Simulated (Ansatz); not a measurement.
What a trial cell of Ir relaxes into

All numbers below come from DFT PBE, scalar-relativistic, plane waves, PAW in Ansatz 0.2.0. Cutoff 420 eV, Γ-centred k mesh, Gaussian smearing, no spin polarisation in the final step.

Ir was placed on the bcc structure type (Im-3m, No. 229), at a guessed volume.

```
CELL_PARAMETERS angstrom
-1.57886 1.57886 1.57886
1.57886 -1.57886 1.57886
1.57886 1.57886 -1.57886
ATOMIC_POSITIONS crystal
Ir 0.00000 0.00000 0.00000
```

Cell and atoms relax at zero pressure; the relaxation can't lower the symmetry of the start. After a coarse first stage the cell is made exact in the group found at 0.06 Å.

Energies count from the standard state of Ir at the same level.

(1) Describe the relaxed structure.

(2) What are its volume, energy, density and gap?

## Answers

(1) It keeps Im-3m (No. 229). The result has the bcc structure. Conventional cell: a = 3.110 Å. Around Ir lie 8 Ir at 2.69 Å and 6 Ir at 3.11 Å.

```xyz
1
Lattice="-1.5552 1.5552 1.5552 1.5552 -1.5552 1.5552 1.5552 1.5552 -1.5552" Properties=species:S:1:pos:R:3 pbc="T T T"
Ir    0.0000    0.0000    0.0000
```

(2) The volume per atom is 15.04 Å³. The density is 21.22 g/cm³. The energy over the standard structure is 0.65 eV/atom and the gap on the 24×24×24 mesh is 0 eV (a metal).

The final run used a 24×24×24 mesh on its 1-atom cell and 0.10 eV smearing. The k mesh leaves about 4 meV/atom of noise in metals. Spin–orbit coupling is left out. A structure relaxed within its symmetry needn't be a true minimum.